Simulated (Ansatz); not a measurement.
Crystal: Pt.

```xyz
1
Lattice="0.0000 1.9609 1.9609 1.9609 0.0000 1.9609 1.9609 1.9609 0.0000" Properties=species:S:1:pos:R:3 pbc="T T T"
Pt    0.0000    0.0000    0.0000
```

| Property | Result |
| --- | --- |
| Program | Ansatz 0.2.0 |
| Task | relaxation of cell and atoms |
| Functional | revPBE |
| Potentials or basis | all-electron LAPW, scalar-relativistic |
| Basis error allowed | 0.001 eV/atom |
| k mesh | 12 × 12 × 12 |
| Occupations | fermi-dirac, width 0.05 eV |
| Spin | no spin polarisation |

At the start: volume 15.08 Å³/atom.

Where does the relaxation end?

Over 4 steps the energy falls by 29.9 meV/atom and the volume is 15.84 Å³/atom (+5.0 %); space group Fm-3m (No. 225, to 0.05 Å).

The path:
```tsv
step	energy change (eV)	largest force (eV/Å)	volume (Å³)
1	0.0000	0.0000	15.08
2	-0.0290	0.0000	15.99
3	-0.0299	0.0000	15.84
4	-0.0299	0.0000	15.84
```

Final structure:
```xyz
1
Lattice="0.0000 1.9933 1.9933 1.9933 0.0000 1.9933 1.9933 1.9933 0.0000" Properties=species:S:1:pos:R:3 pbc="T T T"
Pt    0.0000    0.0000    0.0000
```
